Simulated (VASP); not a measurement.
# Ni (Fm-3m) in VASP: further runs, part 2 of 2

VASP 6.6.1. Earlier steps stand in the parts before.

**5. Single point, PBE+U, collinear spin, ferromagnetic start (a relaxed cell with its volume scaled by 0.91)**

File INCAR:

```
ALGO = Normal
EDIFF = 1E-7
ENCUT = 520
GGA = PE
ISIF = 2
ISMEAR = 0
ISPIN = 2
LASPH = True
LCHARG = False
LDAU = True
LDAUJ = 0
LDAUL = 2
LDAUPRINT = 1
LDAUTYPE = 2
LDAUU = 2
LMAXMIX = 4
LORBIT = 11
LREAL = False
LWAVE = False
MAGMOM = 0.8
NELM = 150
PREC = Accurate
SIGMA = 0.1
```

File KPOINTS:

```
k-points
0
Gamma
  20 20 20
```

File POSCAR:

```
Ni                                      
1.0
    0.0000000000      1.6937535630      1.6937535630
    1.6937535630      0.0000000000      1.6937535630
    1.6937535630      1.6937535630      0.0000000000
  Ni            
     1
Direct
     0.0000000000000000    0.0000000000000000    0.0000000000000000
```

Potentials or basis: VASP PAW PBE potentials, release 64 (Ni).

Command:

```console
$ cat potpaw_PBE.64/Ni/POTCAR > POTCAR
$ mpirun -np 1 vasp_std > vasp.out
```

OUTCAR:

```text
EDIFF = 1E-7
   ENCUT = 520
   GGA = PE
   ISIF = 2
   ISMEAR = 0
   ISPIN = 2
   LASPH = True
   LORBIT = 11
   LREAL = False
   NELM = 150
   PREC = Accurate

 ion  position               nearest neighbor table
   1  0.000  0.000  0.000-

  LATTYP: Found a face centered cubic cell.
 ALAT       =     3.3875071260

  Lattice vectors:

 A1 = (   0.0000000000,   1.6937535630,   1.6937535630)
 A2 = (   1.6937535630,   0.0000000000,   1.6937535630)
[... 825 lines left out ...]
  -------------------------------------------------------------------------------------
  Total        1.3657519      1.3657519      1.3657519      0.0000000      0.0000000     -0.0000000
  in kB      225.1654426    225.1654426    225.1654426      0.0000000      0.0000000     -0.0000000
  external PRESSURE =     225.1654426 kB  Pullay stress =       0.0000000 kB

 VOLUME and BASIS-vectors are now :
 -----------------------------------------------------------------------------
  energy-cutoff  :      520.00
  volume of cell :        9.72
      direct lattice vectors                 reciprocal lattice vectors
     0.000000000  1.693753563  1.693753563    -0.295202331  0.295202331  0.295202331
     1.693753563  0.000000000  1.693753563     0.295202331 -0.295202331  0.295202331
     1.693753563  1.693753563  0.000000000     0.295202331  0.295202331 -0.295202331

 POSITION                                       TOTAL-FORCE (eV/Angst)
 -----------------------------------------------------------------------------------
      0.00000      0.00000      0.00000        -0.000000     -0.000000      0.000000
 -----------------------------------------------------------------------------------
    total drift:                                0.000000      0.000000      0.000000

  FREE ENERGIE OF THE ION-ELECTRON SYSTEM (eV)
  ---------------------------------------------------
  free  energy   TOTEN  =        -4.1325007975 eV

  energy  without entropy=       -4.1260507630  energy(sigma->0) =       -4.12927578

 total charge

# of ion       s       p       d       tot
------------------------------------------
    1        0.541   0.576   8.460   9.576

 magnetization (x)

# of ion       s       p       d       tot
------------------------------------------
    1       -0.011  -0.037   0.690   0.642
```

OSZICAR:

```text
N       E                     dE             d eps       ncg     rms          rms(c)
DAV:   1     0.240193182585E+02    0.24019E+02   -0.49209E+03  9480   0.148E+03
DAV:   2    -0.450388306462E+01   -0.28523E+02   -0.27332E+02  9350   0.168E+02
DAV:   3    -0.495012394061E+01   -0.44624E+00   -0.44576E+00 10601   0.283E+01
DAV:   4    -0.495394929928E+01   -0.38254E-02   -0.38250E-02 10228   0.228E+00
DAV:   5    -0.495403927058E+01   -0.89971E-04   -0.89970E-04 10388   0.308E-01    0.109E+01
DAV:   6    -0.433024514056E+01    0.62379E+00   -0.11718E+01  9682   0.581E+01    0.483E+00
DAV:   7    -0.414627491468E+01    0.18397E+00   -0.15951E+00  9752   0.207E+01    0.239E+00
DAV:   8    -0.413320069577E+01    0.13074E-01   -0.26490E-02 11496   0.197E+00    0.100E+00
DAV:   9    -0.413246874086E+01    0.73195E-03   -0.15657E-03 11260   0.460E-01    0.264E-01
DAV:  10    -0.413245309931E+01    0.15642E-04   -0.49577E-04  9938   0.267E-01    0.505E-02
DAV:  11    -0.413250107441E+01   -0.47975E-04   -0.50551E-05 10212   0.101E-01    0.509E-02
DAV:  12    -0.413250056397E+01    0.51043E-06   -0.13397E-05 10607   0.461E-02    0.887E-03
DAV:  13    -0.413250072256E+01   -0.15859E-06   -0.13065E-06 10699   0.122E-02    0.229E-03
DAV:  14    -0.413250079748E+01   -0.74917E-07   -0.16716E-08  4864   0.183E-03
   1 F= -.41325008E+01 E0= -.41292758E+01  d E =-.645003E-02  mag=     0.6339
```

stdout:

```text
POSCAR found type information on POSCAR Ni
 POSCAR found :  1 types and       1 ions
 scaLAPACK will be used
 LDA part: xc-table for (Slater+PW92), standard interpolation
 POSCAR, INCAR and KPOINTS ok, starting setup
 FFT: planning ... GRIDC
 FFT: planning ... GRID_SOFT
 FFT: planning ... GRID
 WAVECAR not read
 entering main loop
```

It took 27 s on 1 thread of Intel Xeon Platinum 8488C (Sapphire Rapids), shared host; peak memory 0.15 GiB.

Results:

| Item | Value |
| --- | --- |
| Free energy | -4.1325 eV |
| Pressure | 22.5 GPa |
| Band gap on the k mesh | none (metal or under the smearing width) |
| Net moment | 0.63 μB per cell |
| Site moments | Ni +0.64 μB |
| Valence electrons inside the program's atomic spheres | Ni 9.58 |

Eigenvalues of the final occupation matrices:
| site | spin | trace | eigenvalues |
| --- | --- | --- | --- |
| site 1 d | 1 | 4.59 | 0.91 0.91 0.91 0.92 0.92 |
| site 1 d | 2 | 3.90 | 0.72 0.72 0.72 0.87 0.87 |

Caveat: the U is typed as a test and isn't derived for this compound. The state reached can hang on the start; a lower one may exist.

**6. Single point, PBE+U, collinear spin, ferromagnetic start (a relaxed cell with its volume scaled by 1.09)**

INCAR is that of step 5.

KPOINTS is that of step 5.

File POSCAR:

```
Ni                                      
1.0
    0.0000000000      1.7987822374      1.7987822374
    1.7987822374      0.0000000000      1.7987822374
    1.7987822374      1.7987822374      0.0000000000
  Ni            
     1
Direct
     0.0000000000000000    0.0000000000000000    0.0000000000000000
```

Potentials or basis: VASP PAW PBE potentials, release 64 (Ni).

Command:

```console
$ cat potpaw_PBE.64/Ni/POTCAR > POTCAR
$ mpirun -np 1 vasp_std > vasp.out
```

Run time: 34 s. Hardware: 1 thread of Intel Xeon Platinum 8488C (Sapphire Rapids), shared host; peak memory 0.16 GiB.

The run converged. Its results:

| Quantity | Value |
| --- | --- |
| Free energy | -4.1521 eV |
| Pressure | -12.8 GPa |
| Band gap on the k mesh | none (metal or under the smearing width) |
| Net moment | 0.73 μB per cell |
| Site moments | Ni +0.76 μB |
| Valence electrons inside the program's atomic spheres | Ni 9.24 |

Levels at points of the mesh, in eV from the Fermi level:
Spin up:
```tsv
k point	band 1	band 2	band 3	band 4	band 5	band 6	band 7	band 8	band 9
(0.00, 0.00, 0.00)	-8.34	-2.82	-2.82	-2.82	-1.65	-1.65	23.37	26.70	26.70
(0.50, 0.00, 0.00)	-4.85	-2.74	-2.74	-1.12	-1.12	0.05	5.08	21.88	23.72
(0.50, 0.50, 0.00)	-4.64	-4.38	-1.06	-1.06	-1.01	2.63	8.53	14.42	14.42
```
Spin down:
| k point | band 1 | band 2 | band 3 | band 4 | band 5 | band 6 | band 7 | band 8 | band 9 |
| --- | --- | --- | --- | --- | --- | --- | --- | --- | --- |
| (0.00, 0.00, 0.00) | -8.42 | -1.40 | -1.40 | -1.40 | -0.96 | -0.96 | 23.09 | 26.64 | 26.64 |
| (0.50, 0.00, 0.00) | -3.96 | -1.83 | -1.83 | -0.07 | 0.13 | 0.13 | 5.79 | 21.66 | 23.80 |
| (0.50, 0.50, 0.00) | -4.21 | -3.16 | -0.29 | 0.51 | 0.51 | 2.53 | 8.80 | 14.39 | 14.39 |

Eigenvalues of the final occupation matrices:
```csv
site,spin,trace,eigenvalues
site 1 d,1,4.59,0.92 0.92 0.92 0.92 0.92
site 1 d,2,3.79,0.68 0.68 0.68 0.87 0.87
```

Caveat: the U is typed as a test and isn't derived for this compound.

**7. Summary**

```tsv
cell	gap on the mesh (eV)	pressure (GPa)	moment (μB)
a relaxed cell with its volume scaled by 1.03	none	-5.0	0.69
a relaxed cell with its volume scaled by 0.94	none	13.6	0.64
a relaxed cell with its volume scaled by 1.06	none	-9.2	0.72
a relaxed cell with its volume scaled by 0.91	none	22.5	0.63
a relaxed cell with its volume scaled by 1.09	none	-12.8	0.73
```

Alike in all rows: task single point; level PBE+U; potentials or basis VASP PAW PBE potentials, release 64 (Ni); spin collinear, ferromagnetic start; Ni d U = 2.0 eV; k mesh 20 × 20 × 20; cutoff (eV) 520; smearing gaussian 0.1 eV.

Caveats: the U is typed as a test and isn't derived for this compound.

Total energies depend on the potentials used, so only differences within one code and one set of settings carry meaning.
